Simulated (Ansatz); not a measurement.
The calculation used DFT PBE, scalar-relativistic, plane waves, PAW (Ansatz 0.2.0). Settings: cutoff 420 eV, Γ-centred meshes spaced at most about 0.3 Å⁻¹, and about 0.25 Å⁻¹ or finer for metals (2π included), Gaussian smearing. No spin polarisation in the final relaxations.

These are static total energies at zero pressure. All come from trial cells, and lower structures may exist.

Task: Order these relaxed structures of BN by energy, lowest first, with the energy over the lowest of them.
1.

```
CELL_PARAMETERS angstrom
6.39997 0.00000 0.00000
-3.19998 5.54254 0.00000
0.00000 0.00000 2.50959
ATOMIC_POSITIONS crystal
B 0.53357 0.06713 0.00000
B 0.93287 0.46643 0.00000
B 0.53357 0.46643 0.00000
B 0.33333 0.66667 0.50000
N 0.46812 0.93625 0.50000
N 0.06375 0.53188 0.50000
N 0.46812 0.53188 0.50000
N 0.66667 0.33333 0.00000
```

2.

```
CELL_PARAMETERS angstrom
6.37181 0.00000 0.00000
0.00000 2.54782 0.00000
-3.05823 0.00000 5.59504
ATOMIC_POSITIONS crystal
B 0.28066 0.75000 0.22730
B 0.71934 0.25000 0.77270
B 0.95736 0.75000 0.61238
B 0.04264 0.25000 0.38762
B 0.34339 0.25000 0.90855
B 0.65661 0.75000 0.09145
N 0.21929 0.25000 0.29338
N 0.78071 0.75000 0.70662
N 0.61395 0.25000 0.93651
N 0.38605 0.75000 0.06349
N 0.88430 0.75000 0.32846
N 0.11570 0.25000 0.67154
```

3.

```
CELL_PARAMETERS angstrom
-1.30785 1.30785 4.34708
1.30785 -1.30785 4.34708
1.30785 1.30785 -4.34708
ATOMIC_POSITIONS crystal
B 0.33576 0.33576 0.00000
B 0.08576 0.58576 0.50000
N 0.16424 0.16424 0.00000
N 0.91424 0.41424 0.50000
```

4.

```
CELL_PARAMETERS angstrom
0.00000 3.43353 3.52600
2.50763 0.00000 3.52600
2.50763 3.43353 0.00000
ATOMIC_POSITIONS crystal
B 0.10006 0.10006 0.39994
B 0.39994 0.39994 0.10006
B 0.14994 0.14994 0.85006
B 0.85006 0.85006 0.14994
N 0.17743 0.82257 0.17743
N 0.82257 0.17743 0.82257
N 0.07257 0.42743 0.07257
N 0.42743 0.07257 0.42743
```

Result: 2 (0 meV/atom), 1 (186 meV/atom), 4 (228 meV/atom), 3 (278 meV/atom). Forms: 2 P2_1/m; 1 P-6m2; 4 Fddd; 3 I4_1md. Counting N atoms around B (those within 1.25 times the shortest such distance or 1.15 times the sum of covalent radii; a slash parts the counts of unlike sites): cell 2 has B 3/4; cell 1 has B 3; cell 4 has B 4; cell 3 has B 3.

Cells relaxed within their symmetry can be saddle points. The part of the Crystallography Open Database at hand lists BN in space groups No. 164, 186, 187, 191, 194 and others; sharing a group (P-6m2) doesn't make a cell the listed structure. Some structure types and database cells were kept out of the candidates from the start, so a known form may be missing.
